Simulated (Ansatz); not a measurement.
**Response of Tl to small distortions**

```yaml
crystal:
  lattice:
    - [-1.94100, 1.94100, 1.94100]
    - [1.94100, -1.94100, 1.94100]
    - [1.94100, 1.94100, -1.94100]
  atoms:
    - { symbol: Tl, position: [0.00000, 0.00000, 0.00000] }
```

Conventional cell: a = 3.882 Å, b = 3.882 Å, c = 3.882 Å, α = 90.00°, β = 90.00°, γ = 90.00°. Tl (atom 1) has 8 Tl at 3.36 Å as nearest neighbours.

The cell is COD entry 9008555, as deposited and not checked against the literature; nothing was relaxed.

Spin–orbit coupling is left out, though it moves levels of the heavy atoms by tenths of an eV or more.

All numbers below come from DFT, PBE, all-electron LAPW, scalar-relativistic in Ansatz 0.2.0.

Numerical set-up: a Γ-centred 13×13×13 k mesh, Fermi–Dirac smearing of 0.05 eV, basis error target 0.25 meV/atom, no spin polarisation.

The unchanged cell is at 2.29 GPa.

In a metal, stresses and small energies carry noise from the k mesh.

x, y and z are the Cartesian axes of the cell as listed; fractional coordinates follow a strain, and an engineering shear is twice the off-diagonal strain component.

Problem. With this change (xy engineering shear strain of +1 %), what becomes of the energy and stress?

Solution. Energy change under 1 meV/atom; stress change (xx, yy, zz, yz, xz, xy) 0.00, 0.00, 0.00, 0.00, 0.00, -0.09 GPa, compression positive.

Problem. With this change (equal xy, yz and zx engineering shear strains of +1 %), what becomes of the energy and stress?

Solution. Energy change under 1 meV/atom; stress change (xx, yy, zz, yz, xz, xy) 0.00, 0.00, 0.00, -0.10, -0.10, -0.10 GPa, compression positive.
